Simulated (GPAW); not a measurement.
Entries from a set of simulations; values are calculated unless marked as measured.

```cif
data_sno
_symmetry_space_group_name_H-M 'Pmn2_1'
_symmetry_Int_Tables_number 31
_cell_length_a 3.3550
_cell_length_b 5.6741
_cell_length_c 4.2220
_cell_angle_alpha 90.000
_cell_angle_beta 90.000
_cell_angle_gamma 90.000
_cell_volume 80.37
loop_
_atom_site_label
_atom_site_type_symbol
_atom_site_symmetry_multiplicity
_atom_site_Wyckoff_symbol
_atom_site_fract_x
_atom_site_fract_y
_atom_site_fract_z
_atom_site_occupancy
Sn1 Sn 2 a 0.00000 0.23191 0.51314 1
O1 O 2 a 0.00000 0.89125 0.73686 1
_calc_subject 'SnO (Pmn2_1): G0W0 with GPAW, start to end'
_calc_method 'DFT, LDA, plane waves, PAW (and 1 further level or step)'
_calc_program 'GPAW 26.7.0'
_calc_settings_of_one_run 'cutoff 600 eV, GPAW PAW setups 1.2.1 data release, 4×2×2 k-mesh, nbands 74'
_calc_cost '3 runs, 65 s in all on 4 MPI ranks of Arm Neoverse V1, shared host (the runs of this entry)'
_calc_notes 'The cell and positions are those that the Materials Project relaxed with its own functionals (PBE, PBE+U or r2SCAN), kept fixed. This is not the form that SnO usually takes at ambient conditions. Limits: no spin-orbit coupling. Only 2 of the mesh’s irreducible points were corrected, so a valley elsewhere could overtake. Bands and cutoff are finite, so the gap is not at the basis limit. The miss can reach some tenths of an eV and take either sign; the mesh is an error of its own. The 4×2×2 mesh is coarse for this cell, which bears on the long-range parts of exchange and screening. Mesh or cutoff lie under what a gap needs, so these runs test behaviour and cost; their gaps are not to be quoted.'
_calc_lda_gap '1.37 eV, indirect'
_calc_g0w0_gap_on_the_mesh '2.55 eV'
_calc_g0w0_gap_over_the_zone_rigid_shift '2.06 eV'
_calc_gw_settings '4×2×2 mesh, 64 bands, screening to 50 eV, Godby-Needs plasmon pole'
_calc_known_limits 'not at the basis limit; no spin-orbit coupling; coarse k mesh'
```

[Paths, hosts, dates, memory and timing lines, banners, echoed tables and standing remarks are left out of the program output.]

[Logs are printed without paths, hosts, clocks, repeated set-up lines and the standing remarks that a program may print on its own settings, such as how far it seeks lower states.]

[Runs of the session that timed out or met a known fault of the program may be left out.]

[Hosts, paths, dates, database ids (printed as entryN), source tags and the programs' standing remarks are cut or masked in the printed files.]
